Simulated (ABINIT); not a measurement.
As:

```xyz
1
Lattice="2.7037 0.0000 0.0000 0.0000 2.7037 0.0000 0.0000 0.0000 2.7037" Properties=species:S:1:pos:R:3 pbc="T T T"
As    1.3518    1.3518    1.3518
```

This isn't the form of As at room conditions, which is rhombohedral.

Base run:

```yaml
Program: ABINIT 10.8.3 (patched build)
Functional: PBEsol
Potentials_or_basis: PseudoDojo NC SR PBEsol v0.4.1 standard
Cutoff: 1143 eV
k_mesh: 10 × 10 × 10
Occupations: fermi-dirac, width 0.05 eV
Spin: no spin polarisation
```

Its results: band gap on the k mesh none (metal or under the smearing width); pressure -1.5 GPa.

Task: The run is repeated on the same cell with these changes: functional from PBEsol to PBE; potentials or basis from PseudoDojo NC SR PBEsol v0.4.1 standard to JTH PAW PBE v2.0; cutoff from 1143 eV to 408 eV. What comes out?

Result: Band gap on the k mesh none (metal or under the smearing width); pressure 2.2 GPa.
